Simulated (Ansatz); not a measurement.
## Ionic part of the dielectric constant of BN at 9 GPa, mode by mode

Method: Ansatz, DFT PBEsol, scalar-relativistic, plane waves, PAW. Settings: 420 eV plane-wave cutoff, Γ-centred 12×12×12 mesh, fixed occupations. No spin polarisation. Phonons by linear response, acoustic sum rule imposed.

It takes space group R3m (No. 160, trigonal). Conventional cell: a = 2.487 Å, b = 2.487 Å, c = 8.601 Å, α = 90.00°, β = 90.00°, γ = 120.00°. B (site symmetry 3m) has 3 N at 1.44 Å as nearest neighbours. N (site symmetry 3m) has 3 B at 1.44 Å as nearest neighbours.

The crystal is built of layers and no dispersion correction was added, so the binding between them is poorly described, and with it their spacing and whatever depends on it.

The primitive cell has V = 15.36 Å³ and ε∞,zz = 3.491. Each polar mode adds Δε = (4.92064×10⁷/V)·S/ν² along z, with S its oscillator strength in e²/amu, ν in cm⁻¹ and V in Å³.

Problem. From these modes, find each Δε and ε0,zz.
| ν (cm⁻¹) | S_zz (e²/amu) |
| --- | --- |
| 695.9 | 0.1747 |

Solution.
```json
{"ν (cm⁻¹)": "695.9", "Δε": "1.16"}
```

The sum is 1.155, so ε0,zz = 4.65; the run's tensor has 4.65.

Problem. Where do the longitudinal modes lie for a wave vector along z?

Solution. At 803 cm⁻¹. The Lyddane–Sachs–Teller product Π(ν_LO/ν_TO)² = 1.33 matches ε0/ε∞ = 1.33.

This form isn't the usual stable structure of the compound at low pressure.

Cost: 1 run of about 1.4 core-minutes, on Intel Xeon Processor @ 2.50GHz (Skylake/Cascade Lake) (shared hosts).